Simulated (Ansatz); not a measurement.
## What a trial cell of Cu relaxes into

The calculation used Ansatz 0.2.0, DFT PBE, scalar-relativistic, plane waves, PAW. Cutoff 420 eV, Gaussian smearing, Γ-centred meshes. Cell and atoms relax first on a coarse mesh and then on a finer one. In between, the cell is made exact in the group found at 0.06 Å. In metals the finer mesh still leaves noise of several meV/atom or more. The steps can't lower the symmetry of their start. No spin polarisation.

The guess for Cu was made by a generator: random cell by space group and Wyckoff sites (P4/nmm, No. 129). The dimensions are guesses.

```cif
data_structure
_symmetry_space_group_name_H-M 'P4/nmm:1'
_symmetry_Int_Tables_number 129
_cell_length_a 2.8992
_cell_length_b 2.8992
_cell_length_c 2.9190
_cell_angle_alpha 90.000
_cell_angle_beta 90.000
_cell_angle_gamma 90.000
_cell_volume 24.54
loop_
_atom_site_label
_atom_site_type_symbol
_atom_site_symmetry_multiplicity
_atom_site_Wyckoff_symbol
_atom_site_fract_x
_atom_site_fract_y
_atom_site_fract_z
_atom_site_occupancy
Cu1 Cu 2 c 0.00000 0.50000 0.74792 1
```

Energies count from the standard state of Cu at the same level.

Task: What does it relax into?

Result: The symmetry goes from P4/nmm (No. 129) to Im-3m (No. 229), and the primitive cell from 2 to 1 atom. The end has the bcc type. The volume per atom shrinks by 2.2 %, from 12.3 to 12.0 Å³. The shortest distance goes from 2.51 Å (Cu–Cu) to 2.50 Å (Cu–Cu). The end is written in a standard setting, so origin, axes and order of atoms can differ from the start's. Conventional cell: a = 2.885 Å. Cu is surrounded by 8 Cu at 2.50 Å and 6 Cu at 2.88 Å.

```
Cu
1.0
    -1.44229    1.44229    1.44229
     1.44229   -1.44229    1.44229
     1.44229    1.44229   -1.44229
Cu
1
Direct
  0.00000 0.00000 0.00000
```

Task: Give its energy and gap.

Result: The energy over the standard state is +0.04 eV/atom and the gap on the 26×26×26 mesh of the 1-atom cell is 0 eV (a metal).

So it is a metastable form at best.

The last run used Gaussian smearing of 0.10 eV. For metals, differences of a few meV/atom aren't resolved. Symmetry constrained the relaxation, so the result can be a saddle point. In all, the 3 runs took 53 s on 1 thread of Arm Neoverse N1, on a shared host.
